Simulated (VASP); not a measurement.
# SnO: convergence, self-consistent run

SnO, Pmm2 (no. 25), 4 atoms in the cell. RevPBE; PAW potentials Sn_d, O (PBE set). VASP 6.6.1. The cell is changed on purpose: last atom moved by 0.04 Å along z, cell strained by -1.0% along z.

Wanted: stress within 0.2 GPa.

What the run is for: stress; Accuracy asked: standard.

POSCAR:
```
SnO
1.0
    3.8136952200      0.0000000000      0.0000000000
    0.0000000000      3.8136952200      0.0000000000
    0.0000000000      0.0000000000      4.8380441670
Sn O
2 2
Direct
    0.5000000000      0.0000000000      0.7646261400
    0.0000000000      0.5000000000      0.2353738600
    0.0000000000      0.0000000000      0.0000000000
    0.5000000000      0.5000000000      0.0081851300
```

The series start from Plane-wave cutoff (eV): 520; k-point mesh: 6 × 6 × 5; Precision mode (PREC): Accurate; Electronic threshold (eV): 1e-6; Bands in all (NBANDS): 32; Aspherical gradient terms in the spheres (LASPH): yes; Electronic algorithm: ALGO=Normal; Use of symmetry (ISYM): defaults; Delay and inner steps: defaults. Each series keeps the choices made before it, and each single choice may use up half of a tolerance.

## Plane-wave cutoff (eV)

| Plane-wave cutoff (eV) | Stress, largest deviation (GPa) | SCF iterations | Time (s) |
|---|---|---|---|
| 320 | 15.19 | 14 | 14 |
| 400 | 2.76 | 14 | 25 |
| 460 | 0.43 | 14 | 28 |
| 520 | 0.06 | 14 | 29 |
| 600 | 0.14 | 14 | 51 |
| 700 | 0.15 | 14 | 69 |
| 840 (reference) | 0.00 | 14 | 69 |

Chosen: 840; the next looser run is off by more than half of the tolerance, so convergence isn't shown beyond this value.

## k-point mesh

| k-point mesh | Stress, largest deviation (GPa) | SCF iterations | Time (s) |
|---|---|---|---|
| 2 × 2 × 2 | 1.84 | 14 | 17 |
| 3 × 3 × 2 | 0.66 | 14 | 19 |
| 3 × 3 × 3 | 0.48 | 14 | 18 |
| 4 × 4 × 3 | 0.08 | 14 | 33 |
| 5 × 5 × 4 | 0.02 | 14 | 37 |
| 6 × 6 × 5 | 0.01 | 14 | 69 |
| 7 × 7 × 6 | 0.01 | 14 | 78 |
| 9 × 9 × 7 | 0.00 | 14 | 112 |
| 11 × 11 × 9 (reference) | 0.00 | 14 | 243 |

Chosen: 4 × 4 × 3, the loosest value from which every tighter one stays within half of the tolerance.

## Precision mode (PREC)

| Precision mode (PREC) | Stress, largest deviation (GPa) | SCF iterations | Time (s) |
|---|---|---|---|
| Low | 0.05 | 14 | 17 |
| SingleN | 0.05 | 14 | 16 |
| Normal | 0.00 | 14 | 19 |
| Accurate (reference) | 0.00 | 14 | 33 |

Chosen: Low.

## Electronic threshold (eV)

| Electronic threshold (eV) | Stress, largest deviation (GPa) | SCF iterations | Time (s) |
|---|---|---|---|
| 0.001 | 0.23 | 11 | 13 |
| 0.0001 | 0.06 | 11 | 18 |
| 1e-5 | 0.04 | 13 | 28 |
| 1e-6 | 0.01 | 14 | 17 |
| 1e-7 | 0.00 | 15 | 23 |
| 1e-8 (reference) | 0.00 | 18 | 38 |

Chosen: 0.0001.

## Bands in all (NBANDS)

| Bands in all (NBANDS) | Stress, largest deviation (GPa) | SCF iterations | Time (s) |
|---|---|---|---|
| 21 | 0.25 | 13 | 20 |
| 22 | 0.20 | 12 | 13 |
| 24 | 0.16 | 12 | 15 |
| 26 | 0.09 | 12 | 13 |
| 32 | 0.03 | 11 | 18 |
| 44 (reference) | 0.00 | 11 | 16 |

Chosen: 26.

## Aspherical gradient terms in the spheres (LASPH)

| Aspherical gradient terms in the spheres (LASPH) | Stress, largest deviation (GPa) | SCF iterations | Time (s) |
|---|---|---|---|
| no | 0.00 | 12 | 11 |
| yes (reference) | 0.00 | 12 | 13 |

Chosen: no.

## Electronic algorithm

| Electronic algorithm | Stress, largest deviation (GPa) | SCF iterations | Time (s) |
|---|---|---|---|
| ALGO=Normal | 0.00 | 12 | 11 |
| ALGO=Fast | 0.20 | 12 | 10 |
| ALGO=VeryFast | 0.05 | 19 | 15 |
| ALGO=All ISEARCH=1 | 0.12 | 15 | 11 |
| ALGO=All ISEARCH=0 | 0.12 | 15 | 11 |
| ALGO=Damped TIME=0.4 | 0.17 | 19 | 12 |
| ALGO=Damped TIME=0.1 | 0.08 | 34 | 18 |

Chosen: ALGO=Normal; no other choice that stays within half of the tolerance saves 30 % of the time.

## Use of symmetry (ISYM)

| Use of symmetry (ISYM) | Stress, largest deviation (GPa) | SCF iterations | Time (s) |
|---|---|---|---|
| defaults | 0.00 | 12 | 11 |
| ISYM=1 | 0.00 | 12 | 12 |
| ISYM=0 | 0.01 | 12 | 16 |
| ISYM=-1 | 0.00 | 12 | 27 |

Chosen: defaults.

## Delay and inner steps

| Delay and inner steps | Stress, largest deviation (GPa) | SCF iterations | Time (s) |
|---|---|---|---|
| defaults | 0.00 | 12 | 11 |
| NELMDL=-2 | 0.19 | 14 | 12 |
| NELMDL=-8 | 0.01 | 15 | 13 |
| NELMDL=-12 | 0.01 | 19 | 15 |
| NRMM=2 | 0.10 | 12 | 11 |
| NRMM=6 | 0.02 | 12 | 12 |
| WEIMIN=0.001 | 0.00 | 12 | 11 |

Chosen: defaults.

## All choices together

| Input | Stress, largest deviation (GPa) | Time (s) |
|---|---|---|
| the program's defaults (naive) | 2.90 | 4.8 |
| chosen settings | 0.04 | 11 |
| reference settings throughout | 0.00 | 399 |

The chosen settings stay within the tolerance of the reference run, but the reference itself isn't shown to be converged in: Plane-wave cutoff (eV).

Values of the reference run: Stress: 7.713, 0, 0, 0, 6.266, 0, 0, 0, 6.153 GPa.

## The input

INCAR:
```
SYSTEM = SnO
GGA = RE
ISMEAR = 0
SIGMA = 0.03
LWAVE = .False.
LCHARG = .False.
ISIF = 2
PREC = Low
LASPH = .False.
LREAL = .False.
ALGO = Normal
EDIFF = 1E-4
NELM = 120
GGA_COMPAT = .False.
ENCUT = 840
EFERMI = MIDGAP
KPAR = 2
NBANDS = 26
```

KPOINTS:
```
Automatic mesh
0
Gamma
  4 4 3
  0 0 0
```

Commands:
```
cat potpaw_PBE.64/Sn_d/POTCAR potpaw_PBE.64/O/POTCAR > POTCAR
mpirun -np 2 vasp_std > vasp.out
```

The chosen input took VASP 6.6.1 11 s on 2 cores (Intel Xeon Platinum 8375C @ 2.90GHz (Ice Lake)), a shared host.

## An input that fails: damping step far too long

The electronic loop stops at its limit of 53 steps.

Changes against the starting input:
```
- ALGO = Normal
- NELM = 120
+ ALGO = Damped
+ NELM = 53
+ TIME = 2.0
```
